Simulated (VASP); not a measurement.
Input of a VASP 6.6.1 run:

The input INCAR:

```
ALGO = Normal ; EDIFF = 1E-6
ENCUT = 520 ; GGA = PS
ISIF = 2 ; ISMEAR = 0
LASPH = True ; LCHARG = True
LELF = True ; LREAL = False
LVHAR = True ; LWAVE = False
NBANDS = 16 ; NELM = 60
PREC = Accurate ; SIGMA = 0.05
```

KPOINTS

```
k-points
0
Gamma
  10 10 10
```

File POSCAR:

```
InAs
1.0
    0.0000000000      3.0497752006      3.0497752006
    3.0497752006      0.0000000000      3.0497752006
    3.0497752006      3.0497752006      0.0000000000
In As
1 1
Direct
    0.0000000000      0.0000000000      0.0000000000
    0.7500000000      0.7500000000      0.7500000000
```

Potentials or basis: VASP PAW PBE potentials, release 64 (In_d, As).

The run is started by

```sh
$ cat potpaw_PBE.64/In_d/POTCAR potpaw_PBE.64/As/POTCAR > POTCAR
$ mpirun -np 1 vasp_std > vasp.out
```

(1) Predict the pressure.

(2) Predict the band gap on the k mesh.

## Answers

(1) -0.3 GPa.

(2) zero (filled and empty bands touch).

Caveat: the PAW data sets were made with another functional, which shifts forces and pressure a little; spin-orbit coupling is left out, which moves the levels of the heavy elements.

**What was measured.**

From a printed reference work, data compilation, for a bulk crystal of InAs at 4.2 K: band gap 0.418 eV (direct).

Against the measured gap of InAs, 0.418 eV (direct; 4.2 K; a printed reference work, data compilation), the calculated 0.00 eV is off by -0.42 eV. Spin-orbit coupling on As, In is left out. The value is that of PBEsol on a finite k mesh, which can miss the band edges, without temperature or zero-point motion. Semilocal functionals fall short of measured gaps as a rule.
